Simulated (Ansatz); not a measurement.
**Is this KF structure a true minimum?**

The structure comes from a generated guess, relaxed at this level; another structure or a mixture of phases may lie lower.

Theory: DFT PBE, scalar-relativistic, plane waves, PAW (Ansatz). Plane waves to 420 eV, a k mesh through Γ of 6×6×4 on the computed 4-atom cell and Gaussian smearing (0.02 eV); no spin polarisation.

The cell below (4 atoms, space group P6_3/mmc (No. 194)) is relaxed within its symmetry.

```
K F
1.0
     3.73722    0.00000    0.00000
    -1.86861    3.23653    0.00000
     0.00000    0.00000    6.60049
K F
2 2
Cartesian
  0.0000 0.0000 3.3002
  0.0000 0.0000 0.0000
  1.8686 1.0788 4.9504
  0.0000 2.1577 1.6501
```

For the test a repeat of it with 8 atoms (edges 3.74, 6.47, 6.60 Å) was strained at random (σ = 1.5 % a component), the atoms were moved at random (σ = 0.10 Å), and all was relaxed again on a coarse 4×2×2 mesh (in the run’s order of axes) with 0.10 eV smearing, with no symmetry imposed.

**Question.** Does it come back?

**Answer.** It returns, within 1 meV/atom of the unmoved cell on that mesh and with the same symmetry when read at 0.1 Å (P1 at 0.01 Å, so small strains and shifts remain). No instability shows in this cell; modes of other wave vectors, which need another repeat, aren't tested.
